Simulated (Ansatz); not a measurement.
Starting cell, AlSb (zinc blende):

```xyz
2
Lattice="0.0000 3.1128 3.1128 3.1128 0.0000 3.1128 3.1128 3.1128 0.0000" Properties=species:S:1:pos:R:3 pbc="T T T"
Sb     4.6691     4.6691     4.6691
Al     0.0000     0.0000     0.0000
```

In this cell atom 1 (Sb, nearest neighbour Al at 2.696 Å; its periodic images, 4.4 Å or more away, move with it) is moved by s along Cartesian z, unit vector (0.000, 0.000, 1.000); all other atoms and the cell stay fixed.

Level of theory: PBE (plane waves to 420 eV, PAW, scalar-relativistic; Ansatz, a quantum-chemistry and plane-wave program). k mesh 10×10×10 (Γ-centred), Fermi-Dirac smearing 0.05 eV. The energy includes the smearing's −TS. As the smearing reaches across the gap at some points, energies and forces of such displacements shift with the k mesh and the smearing. AlSb was relaxed with its symmetry unable to fall. Spin-orbit coupling is left out, though Sb is heavy. ΔE is measured from the undisplaced structure. The last digit holds for this mesh only.

```
s (Å)   ΔE (meV/cell)
------  -------------
-0.540          979.3
-0.432          652.4
-0.324          378.4
-0.216          171.8
-0.108           43.5
0.000             0.0
0.108            43.5
0.216           171.8
0.324           378.4
0.432           652.4
0.540           979.3
```

Task: What force constant k = d²E/ds² at s = 0 does the table give?

Result: 7.5 eV/Å². It is the second difference of the nearest points, corrected with the next pair.

Task: With k = 7.49 eV/Å² from the forces, is the well harmonic out to s = 0.540 Å?

Result: ½ks² = 1092 meV/cell against the computed 979 meV/cell, so the well is softer than harmonic there.

(A displaced cell: forces are minus the slopes of the energy, force constants its curvatures, and phonons follow from these.)
